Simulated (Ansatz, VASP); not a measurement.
**One calculation of I, two programs**

POSCAR

```
I
1.0
    5.0344120681      0.0000000000      0.0000000000
   -2.5172060341      4.3599287441      0.0000000000
    0.0000000000      0.0000000000      8.3067799124
I
4
Direct
    0.3333333333      0.6666666667      0.4375000000
    0.6666666667      0.3333333333      0.9375000000
    0.6666666667      0.3333333333      0.5625000000
    0.3333333333      0.6666666667      0.0625000000
```

INCAR.step1

```
SYSTEM = I
PREC = Accurate
ENCUT = 520
ISMEAR = 0
SIGMA = 0.1
LREAL = .FALSE.
LASPH = .TRUE.
NELM = 100
NBANDS = 22
GGA = PE
ALGO = Normal
EDIFF = 1E-4
LWAVE = .TRUE.
LCHARG = .FALSE.
```

INCAR.step2

```
SYSTEM = I
PREC = Accurate
ENCUT = 520
EDIFF = 1E-6
ISMEAR = 0
SIGMA = 0.1
LREAL = .FALSE.
LASPH = .TRUE.
NELM = 100
ALGO = Normal
ISIF = 2
LWAVE = .FALSE.
LCHARG = .TRUE.
METAGGA = R2SCAN
LMIXTAU = .TRUE.
LELF = .TRUE.
LVHAR = .TRUE.
NBANDS = 22
ISTART = 1
```

File KPOINTS:

```
regular mesh
0
G
  6 6 2
  0 0 0
```

Input for Ansatz:

```yaml
crystal:
  lattice:
    - [5.0344120681, 0.0, 0.0]
    - [-2.5172060341, 4.3599287441, 0.0]
    - [0.0, 0.0, 8.3067799124]
  atoms:
    - { symbol: I, position: [0.3333333333, 0.6666666667, 0.4375] }
    - { symbol: I, position: [0.6666666667, 0.3333333333, 0.9375] }
    - { symbol: I, position: [0.6666666667, 0.3333333333, 0.5625] }
    - { symbol: I, position: [0.3333333333, 0.6666666667, 0.0625] }
basis:
  ecutwfc: 500
kpoints:
  mp_grid: { grid: [6, 6, 2] }
hamiltonian:
  xc: r2scan
scf:
  occupations: { method: gaussian, width: 0.1 }
  lower_state_search: "off"
output:
  forces: true
  stress: true
  eigenvalues: true
```

Alike in both runs: task single point; functional r2SCAN; k mesh 6 × 6 × 2; occupations gaussian, width 0.1 eV; no spin polarisation.

|  | VASP | Ansatz |
| --- | --- | --- |
| version | VASP 6.6.1 | Ansatz 0.2.0 |
| potentials or method | VASP PAW PBE potentials, release 64 (I) | scalar-relativistic, plane waves, PAW |
| plane-wave cutoff (eV) | 520 | 500 |
| valence electrons in the cell | 28 | 68 |

Ansatz gave:

```
gap on the k mesh at the Fermi level (eV)       : none
pressure (GPa)                                  : 5.8
largest component of the traceless stress (GPa) : 0.35
rms of the force components (eV/Å)              : 0.078
```

Task: Estimate VASP's values.

Result: gap on the k mesh at the Fermi level (eV): none; pressure (GPa): 5.7; largest component of the traceless stress (GPa): 0.35; rms of the force components (eV/Å): 0.077.

Atom by atom the forces differ by 0.000 eV/Å (rms over components). A gap of «none» marks a metal or a gap that the smearing closes. With one functional, cell and mesh, what is left measures potentials, basis and numerics. The two sets of potentials don't hold the same shells in valence.

Caveats: the k mesh is coarse (spacing up to 0.38 Å⁻¹), so the values aren't converged; the PAW data sets were made with another functional, which shifts forces and pressure a little (VASP). The runs have no spin-orbit coupling, so splittings on I are missing.
